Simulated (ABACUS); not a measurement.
# Sn (Fd-3m) in ABACUS: further runs

One crystal, Sn, is run at these levels: PBE; tasks: single point.

All numbers are computed with ABACUS 3.10.1; they aren't measurements. Logs are shortened: lines on timing, memory, paths and dates and some standing lists are left out, and cuts for length are marked.

**1. Starting point**

Symmetry: Fd-3m, No. 227, cubic system. The conventional cell has a = 6.467 Å, b = 6.467 Å, c = 6.467 Å, α = 90.00°, β = 90.00°, γ = 90.00°. Around Sn (site symmetry -43m) lie 4 Sn at 2.80 Å.

This isn't the form of Sn at room conditions, which is tetragonal (white tin).

**2. Single point, PBE**

Contents of INPUT:

```
INPUT_PARAMETERS
suffix              Sn
calculation         scf
basis_type          lcao
pseudo_dir          ./
orbital_dir         ./
symmetry            1
dft_functional      pbe
ecutwfc             100
pseudo_rcut         10
nspin               1
nbands              18
ks_solver           genelpa
smearing_method     fd
smearing_sigma      0.00367493
scf_thr             1e-07
scf_nmax            100
mixing_type         broyden
mixing_beta         0.7
cal_force           1
cal_stress          1
out_mul             1
```

Contents of STRU:

```
ATOMIC_SPECIES
Sn 118.7100 Sn.upf

NUMERICAL_ORBITAL
Sn_confined-atom_8au_2s2p2d.orb

LATTICE_CONSTANT
1.8897261246

LATTICE_VECTORS
0.0000000000 3.2333428000 3.2333428000
3.2333428000 0.0000000000 3.2333428000
3.2333428000 3.2333428000 0.0000000000

ATOMIC_POSITIONS
Direct

Sn
0.0
2
0.7500000000 0.7500000000 0.7500000000 1 1 1
0.5000000000 0.5000000000 0.5000000000 1 1 1
```

Contents of KPT:

```
K_POINTS
0
Gamma
7 7 7 0 0 0
```

Potentials or basis: PseudoDojo NC SR 0.4.1 PBE standard, DZP LCAO (the cutoffs set its grid).

Run with:

```
$ OMP_NUM_THREADS=1 mpirun -np 4 abacus > log
```

running log:

```text
ABACUS v3.10.1

               Atomic-orbital Based Ab-initio Computation at UStc

 ------------------------------------------------------------------------------------

 READING GENERAL INFORMATION
                           global_out_dir = OUT.Sn/
                           global_in_card = INPUT
                               pseudo_dir = ./
                              orbital_dir = ./
                                    DSIZE = 4
                                    GSIZE = 1

 READING UNITCELL INFORMATION
                                    ntype = 1
                  lattice constant (Bohr) = 1.88973
              lattice constant (Angstrom) = 1

 READING ATOM TYPE 1
                               atom label = Sn
                      L=0, number of zeta = 2
                      L=1, number of zeta = 2
                      L=2, number of zeta = 2
             number of atom for this type = 2

                        TOTAL ATOM NUMBER = 2
DIRECT COORDINATES
    atom                   x                   y                   z     mag                  vx                  vy                  vz
taud_Sn1            0.7500000000        0.7500000000        0.7500000000  0.0000        0.0000000000        0.0000000000        0.0000000000
taud_Sn2            0.5000000000        0.5000000000        0.5000000000  0.0000        0.0000000000        0.0000000000        0.0000000000

                          Volume (Bohr^3) = 456.228
                             Volume (A^3) = 67.6059

 Lattice vectors: (Cartesian coordinate: in unit of a_0)
                   +0            +3.23334            +3.23334
             +3.23334                  +0            +3.23334
             +3.23334            +3.23334                  +0
 Reciprocal vectors: (Cartesian coordinate: in unit of 2 pi/a_0)
            -0.154639           +0.154639           +0.154639
            +0.154639           -0.154639           +0.154639
            +0.154639           +0.154639           -0.154639
 The esolver type has been set to : ksdft_lcao

                PAO radial cut off (Bohr) = 10

 Read in pseudopotential file is Sn.upf
                     pseudopotential type = NC
          exchange-correlation functional = PBE
                 nonlocal core correction = 1
                        valence electrons = 14
                                     lmax = 2
                           number of zeta = 3
                     number of projectors = 6
                           L of projector = 0
                           L of projector = 0
                           L of projector = 1
                           L of projector = 1
                           L of projector = 2
                           L of projector = 2
[... 161 lines left out ...]
   longest nonlocal projector rcut (Bohr) = 2.66
                     search radius (Bohr) = 21.3
              searching radius is (Bohr)) = 21.3
         searching radius unit is (Bohr)) = 1.89
                         PeriodicBoundary = 1
                        Radius(unit:lat0) = 11.3
                                   glayer = [ 5, 5, 5 ]
                             glayer_minus = [ 4, 4, 4 ]

Find the coordinate range of the input atom(unit:lat0).
                                  min_tau = [ -22.6, -22.6, -22.6 ]
                                  max_tau = [ 30.7, 30.7, 30.7 ]
                                BoxNumber = [ 9, 9, 9 ]

 SETUP EXTENDED REAL SPACE GRID FOR GRID INTEGRATION
                          real space grid = [ 60, 60, 60 ]
                 big cell numbers in grid = [ 20, 20, 20 ]
             meshcell numbers in big cell = [ 3, 3, 3 ]
                        extended fft grid = [ 23, 23, 23 ]
                dimension of extened grid = [ 67, 67, 67 ]
                            UnitCellTotal = 125
              Atom number in sub-FFT-grid = 2
    Local orbitals number in sub-FFT-grid = 36
                                ParaV.nnr = 23814
                                 init_chg = atomic

 LCAO ALGORITHM --------------- ION=   1  ELEC=   1--------------------------------

 Density error is 0.0312059206403
----------------------------------------------------------
     Energy           Rydberg                 eV
----------------------------------------------------------
 E_KohnSham     -315.2114083147      -4288.6712276842
 E_Harris       -315.0421041223      -4286.3677259722
 E_Fermi        0.5899577189         8.0267865558
----------------------------------------------------------
[... 69 lines left out ...]
 Density error is 1.27511814757e-08
----------------------------------------------------------
     Energy           Rydberg                 eV
----------------------------------------------------------
 E_KohnSham     -315.2118992048      -4288.6779065875
 E_KS(sigma->0) -315.2118358408      -4288.6770444758
 E_Harris       -315.2118985538      -4288.6778977291
 E_band         -17.5191242986       -238.3599144317
 E_one_elec     -141.2565750786      -1921.8943010335
 E_Hartree      87.0414903826        1184.2602316153
 E_xc           -88.1997081694       -1200.0185930412
 E_Ewald        -172.7969796114      -2351.0235199047
 E_entropy(-TS) -0.0001267280        -0.0017242235
 E_descf        0.0000000000         0.0000000000
 E_exx          0.0000000000         0.0000000000
 E_Fermi        0.6049286779         8.2304769024
----------------------------------------------------------

 charge density convergence is achieved
 final etot is -4288.6779066 eV
 EFERMI = 8.2304769024 eV

 STATE ENERGY(eV) AND OCCUPATIONS    NSPIN == 1
 1/20 kpoint (Cartesian) = 0.0000 0.0000 0.0000 (1933 pws)
       1       -13.5301     0.00583090
       2       -13.5301     0.00583090
       3       -13.5301     0.00583090
       4       -13.4656     0.00583090
       5       -13.4656     0.00583090
       6       -13.1520     0.00583090
[... 98 lines left out ...]
       5       -13.3931       0.139942
       6       -13.2494       0.139942
[... 10 lines left out ...]
      17        12.4071    7.38124e-38
      18        12.7737    4.83488e-41

[... levels at 14 further k points ...]

 correction force for each atom along direction 1 is -9.16767e-14
 correction force for each atom along direction 2 is -9.88185e-14
 correction force for each atom along direction 3 is -4.58800e-14
------------------------------------------------------------------------------------------
 TOTAL-FORCE (eV/Angstrom)
------------------------------------------------------------------------------------------
                       Sn1         0.0000000000         0.0000000000         0.0000000000
                       Sn2         0.0000000000         0.0000000000         0.0000000000
------------------------------------------------------------------------------------------

----------------------------------------------------------------
 TOTAL-STRESS (KBAR)
----------------------------------------------------------------
        45.1460508611        -0.0000000000         0.0000000000
         0.0000000000        45.1460508611         0.0000000000
        -0.0000000000         0.0000000000        45.1460508611
----------------------------------------------------------------
 TOTAL-PRESSURE: 45.146051 KBAR

 --------------------------------------------
 !FINAL_ETOT_IS -4288.6779065875371089 eV
 --------------------------------------------
```

stdout:

```text
ABACUS v3.10.1

               Atomic-orbital Based Ab-initio Computation at UStc

%%%%%%%%%%%%%%%%%%%%%%%%%%%%%%%%%%%%%%%%%%%%%%%%%%%%%%%%%%%%%%%%%%%%%%%%%%%%%%%%%%%%%%%%%%%%%%%%%%%%%%%%%
 Warning: the number of valence electrons in pseudopotential > 4 for Sn: [Kr] 4d10 5s2 5p2
[... 33 lines left out ...]
 TOTAL-STRESS (KBAR)
----------------------------------------------------------------
        45.1460508611        -0.0000000000         0.0000000000
         0.0000000000        45.1460508611         0.0000000000
        -0.0000000000         0.0000000000        45.1460508611
----------------------------------------------------------------
 TOTAL-PRESSURE: 45.146051 KBAR
```

Run time: 5.3 s. Hardware: 4 MPI ranks of AMD EPYC 7B13 (Zen 3), shared host; peak memory 0.4 GiB.

What came out:

* Free energy: -4288.6779 eV
* Pressure: 4.5 GPa
* Band gap on the k mesh: none (metal or under the smearing width)

Caveat: the atomic orbitals were generated for these runs and aren't a published set; the basis of atomic orbitals isn't converged, which shifts pressures, moduli and gaps.

**3. Single point, PBE (atoms moved at random, drawn with an rms of 0.05 Å)**

INPUT is that of step 2.

STRU: that of step 2 with these lines changed.

```diff
@@ -20,3 +20,3 @@
 2
-0.7500000000 0.7500000000 0.7500000000 1 1 1
-0.5000000000 0.5000000000 0.5000000000 1 1 1
+0.7513240000 0.7590190000 0.7625880000 1 1 1
+0.4946710000 0.5090020000 0.5000090000 1 1 1
```

KPT is that of step 2.

Potentials or basis: PseudoDojo NC SR 0.4.1 PBE standard, DZP LCAO (the cutoffs set its grid).

Run with:

```
$ OMP_NUM_THREADS=1 mpirun -np 4 abacus > log
```

Wall time 8 s (4 MPI ranks of AMD EPYC 7B13 (Zen 3), shared host); peak memory 0.48 GiB.

It converged, with:

| Quantity | Value |
| --- | --- |
| Free energy | -4288.6524 eV |
| Pressure | 4.7 GPa |
| Largest force | 0.644 eV/Å |
| Band gap on the k mesh | none (metal or under the smearing width) |

Forces in eV/Å, atoms in the order of the input:
```
Sn  -0.333 -0.535 -0.132
Sn   0.333  0.535  0.132
```

Stress tensor (GPa, compression positive):
```
 4.66 -0.50 -1.70
-0.50  4.59 -1.08
-1.70 -1.08  4.70
```

Levels at points of the mesh, in eV from the Fermi level:
```
           k point  band 11  band 12  band 13  band 14  band 15  band 16  band 17  band 18
(0.00, 0.00, 0.00)   -10.64    -0.45    -0.13     0.03     0.38     2.00     2.27     2.40
```

Caveat: the atomic orbitals were generated for these runs and aren't a published set; the basis of atomic orbitals isn't converged, which shifts pressures, moduli and gaps.

**4. Single point, PBE**

INPUT: that of step 3 with these lines changed.

```diff
@@ -22 +22,4 @@
 out_mul             1
+out_chg             1
+out_pot             2
+out_elf             1
```

Contents of STRU:

```
ATOMIC_SPECIES
Sn 118.7100 Sn.upf

NUMERICAL_ORBITAL
Sn_confined-atom_8au_1s1p1d.orb

LATTICE_CONSTANT
1.8897261246

LATTICE_VECTORS
0.0000000000 3.2333428000 3.2333428000
3.2333428000 0.0000000000 3.2333428000
3.2333428000 3.2333428000 0.0000000000

ATOMIC_POSITIONS
Direct

Sn
0.0
2
0.7500000000 0.7500000000 0.7500000000 1 1 1
0.5000000000 0.5000000000 0.5000000000 1 1 1
```

KPT is that of step 3.

Potentials or basis: PseudoDojo NC SR 0.4.1 PBE standard, SZ LCAO (the cutoffs set its grid).

Run with:

```
$ OMP_NUM_THREADS=1 mpirun -np 4 abacus > log
```

running log:

```text
ABACUS v3.10.1

               Atomic-orbital Based Ab-initio Computation at UStc

 ------------------------------------------------------------------------------------

 READING GENERAL INFORMATION
                           global_out_dir = OUT.Sn/
                           global_in_card = INPUT
                               pseudo_dir = ./
                              orbital_dir = ./
                                    DSIZE = 4
                                    GSIZE = 1

 READING UNITCELL INFORMATION
                                    ntype = 1
                  lattice constant (Bohr) = 1.88973
              lattice constant (Angstrom) = 1

 READING ATOM TYPE 1
[... 323 lines left out ...]
       3       -13.7923     0.00583090
       4       -13.7160     0.00583090
       5       -13.7160     0.00583090
       6       -13.4105     0.00583090
[... 98 lines left out ...]
       5       -13.6476       0.139942
       6       -13.5057       0.139942
[... 10 lines left out ...]
      17        12.8557    2.29392e-41
      18        13.7629    3.02603e-49

[... levels at 14 further k points ...]

 correction force for each atom along direction 1 is -7.56062e-14
 correction force for each atom along direction 2 is -8.03194e-14
 correction force for each atom along direction 3 is -1.88391e-14
------------------------------------------------------------------------------------------
 TOTAL-FORCE (eV/Angstrom)
------------------------------------------------------------------------------------------
                       Sn1         0.0000000000         0.0000000000         0.0000000000
                       Sn2         0.0000000000         0.0000000000         0.0000000000
------------------------------------------------------------------------------------------

----------------------------------------------------------------
 TOTAL-STRESS (KBAR)
----------------------------------------------------------------
        67.0538817856         0.0000000000         0.0000000000
         0.0000000000        67.0538817856         0.0000000000
        -0.0000000000        -0.0000000000        67.0538817856
----------------------------------------------------------------
 TOTAL-PRESSURE: 67.053882 KBAR

 --------------------------------------------
 !FINAL_ETOT_IS -4287.9997042335999140 eV
 --------------------------------------------
```

mulliken.txt:

```text
 0
CALCULATE THE MULLIkEN ANALYSIS FOR EACH ATOM
 Total charge:	28
Decomposed Mulliken populations
[... 28 lines left out ...]
px                                     0              0.7810
py                                     0              0.8543
SUM OVER M                                            2.4225
SUM OVER M+Zeta                                       2.4225

dz^2                                   0              1.9995
dxz                                    0              1.9991
dyz                                    0              1.9989
dx^2-y^2                               0              1.9996
dxy                                    0              1.9989
SUM OVER M                                            9.9961
SUM OVER M+Zeta                                       9.9961

SUM OVER M+Zeta+L                                    14.0000

Total Charge on atom:                 Sn             14.0000
```

Wall time 3.6 s (4 MPI ranks of AMD EPYC 7B13 (Zen 3), shared host); peak memory 0.36 GiB.

The run converged, but some of its settings lie outside the range that counts as converged, so its numbers aren't taken as properties of the crystal.

What came out:

- Free energy: -4287.9997 eV
- Pressure: 6.7 GPa
- Band gap on the k mesh: none (metal or under the smearing width)

Caveat: the atomic orbitals were generated for these runs and aren't a published set; the basis of atomic orbitals isn't converged, which shifts pressures, moduli and gaps.
